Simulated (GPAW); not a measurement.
Runs of GPAW 26.7.0 on WS2. The cell holds a slab with vacuum, 6 atoms: a = 3.183 Å, b = 3.183 Å, c = 23.669 Å, α = 90.00°, β = 90.00°, γ = 120.00°. 

| task | level | potentials or basis | k mesh | cutoff (eV) | smearing | maxiter | convergence | band path | band points | exx fractions | mesh quality | gap on the mesh (eV) | largest force (eV/Å) |
| --- | --- | --- | --- | --- | --- | --- | --- | --- | --- | --- | --- | --- | --- |
| single point | r2SCAN | GPAW PAW data sets (gpaw-data 1.2.1), pw | 8 × 8 × 1 | 450 | fermi-dirac 0.05 eV | 120 | default | - | - | - | not flagged | (c) | 0.01 |
| band structure | PBE | GPAW PAW data sets (gpaw-data 1.2.1), pw | 7 × 7 × 2 | 600 | fermi-dirac 0.05 eV | 150 | - | GMKGALHA,LM,KH | 80 | - | not flagged | 1.65 | (b) |
| one-shot levels on a semilocal density | TPSS | GPAW PAW data sets (gpaw-data 1.2.1), pw | 4 × 4 × 1 | 450 | fermi-dirac 0.001 eV | 150 | - | - | - | TPSSh 0.1, TPSS0 0.25 | coarse | 1.91 | - |
| band structure | LDA | the program's PAW data sets (release 1.2.1) made for this functional, pw | 7 × 7 × 2 | 600 | fermi-dirac 0.05 eV | 150 | - | GMKGALHA,LM,KH | 80 | - | not flagged | (a) | 0.44 |
| band structure | PBEsol | PAW data sets generated in the run's folder for this functional, pw | 7 × 7 × 2 | 600 | fermi-dirac 0.05 eV | 150 | - | GMKGALHA,LM,KH | 80 | - | not flagged | 1.63 | 0.11 |

Alike in all rows: no spin polarisation; cell as given.

Question: Estimate the missing entries.

Answer: (a) 1.60; (b) 0.29; (c) 1.83.

Caveats: some runs use coarse meshes; spin-orbit coupling is left out, which moves the levels of the heavy elements; the PAW data sets were made with another functional, which shifts forces and pressure a little (some runs); the cutoff is short for stress and forces, so pressures can be off by a GPa or more (some runs); energy and the plain gap are those of the semilocal run (some runs); the hybrids' values are one shot on its orbitals and mesh (some runs).

A k mesh can miss the band edges, and the runs leave out spin-orbit coupling on W.
